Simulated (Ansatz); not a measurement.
The system is Re.

```
Re
1.0
     2.76639    0.00000    0.00000
    -1.38319    2.39576    0.00000
     0.00000    0.00000    8.93885
Re
4
Cartesian
  1.3832 0.7986 6.7041
  0.0000 0.0000 4.4694
  0.0000 1.5972 2.2347
  0.0000 0.0000 0.0000
```

| Quantity | Value |
| --- | --- |
| Program | Ansatz 0.2.0 |
| Task | relaxation of cell and atoms |
| Functional | RPBE |
| Potentials or basis | Ansatz PAW |
| Cutoff | 420 eV (not typed: the program's choice for these potentials) |
| k mesh | 11 × 11 × 3 |
| Occupations | fermi-dirac, width 0.05 eV |
| Spin | no spin polarisation |

At the start: volume 14.81 Å³/atom.

Task: How do energy, volume and symmetry change on relaxing?

Result: It ends after 4 steps and the volume is 15.10 Å³/atom (+2.0 %); space group P6_3/mmc (No. 194, to 0.05 Å).

The path:
```csv
step,energy change (eV),largest force (eV/Å),volume (Å³)
1,0.0000,0.0000,59.24
2,-0.0241,0.0000,60.52
3,-0.0244,0.0000,60.41
4,-0.0258,0.0000,60.41
```

Final structure:
```yaml
crystal:
  lattice:
    - [2.78338, 0.00000, 0.00000]
    - [-1.39169, 2.41048, 0.00000]
    - [0.00000, 0.00000, 9.00448]
  atoms:
    - { symbol: Re, position: [0.66667, 0.33333, 0.75000] }
    - { symbol: Re, position: [0.00000, 0.00000, 0.50000] }
    - { symbol: Re, position: [0.33333, 0.66667, 0.25000] }
    - { symbol: Re, position: [0.00000, 0.00000, 0.00000] }
```

Caveat: the plane-wave basis is chosen anew once the cell has moved, so the energies of steps on either side of that aren't comparable; the PAW data sets come from PBE, with cores solved anew for the run's functional, which leaves a small shift of forces and pressure.
